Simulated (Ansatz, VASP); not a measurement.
**Two plane-wave programs on Al**

INCAR

```
SYSTEM = Al
PREC = Accurate ; ENCUT = 600
EDIFF = 1E-6 ; ISMEAR = -1
SIGMA = 0.05 ; LREAL = .False.
LASPH = .True. ; NELM = 60
ALGO = Normal ; ISIF = 3
LWAVE = .False. ; LCHARG = .False.
GGA = PE ; IBRION = 2
NSW = 100 ; EDIFFG = -0.005
```

KPOINTS

```
Automatic mesh
0
Gamma
  15 15 15
  0 0 0
```

POSCAR

```
Al
1.0
    2.6452642880      0.0000000000      0.0000000000
    0.0000000000      2.6452642880      0.0000000000
    0.0000000000      0.0000000000      2.6452642880
Al
1
Direct
    0.0000000000      0.0000000000      0.0000000000
```

Input for Ansatz:

```yaml
crystal:
  lattice:
    - [2.645264288, 0.0, 0.0]
    - [0.0, 2.645264288, 0.0]
    - [0.0, 0.0, 2.645264288]
  atoms:
    - { symbol: Al, position: [0.0, 0.0, 0.0] }
kpoints:
  mp_grid: { grid: [15, 15, 15] }
scf:
  occupations: { method: fermi_dirac, width: 0.05 }
hamiltonian:
  xc: pbe
  pseudopotentials: { kind: paw }
output:
  forces: true
  stress: true
relax:
  f_tol: 0.005
  max_steps: 80
  cell: {}
```

Alike in both runs: task relaxation of cell and atoms; functional PBE; k mesh 15 × 15 × 15; occupations fermi-dirac, width 0.05 eV; no spin polarisation.

|  | VASP | Ansatz |
| --- | --- | --- |
| version | VASP 6.6.1 | Ansatz 0.2.0 |
| potentials or method | VASP PAW PBE potentials, release 64 (Al) | PAW with Ansatz's default frozen-core files, scalar-relativistic |
| plane-wave cutoff (eV) | 600 | 420 |
| valence electrons in the cell | 3 | 3 |

```csv
,VASP,Ansatz,Ansatz less VASP
relaxed volume (Å³/atom),20.15,20.16,+0.012
relaxed cell length with the largest relative difference (Å),2.721,2.722,+0.0005
energy change over the relaxation (meV/atom),-28,-28,-0.2
```
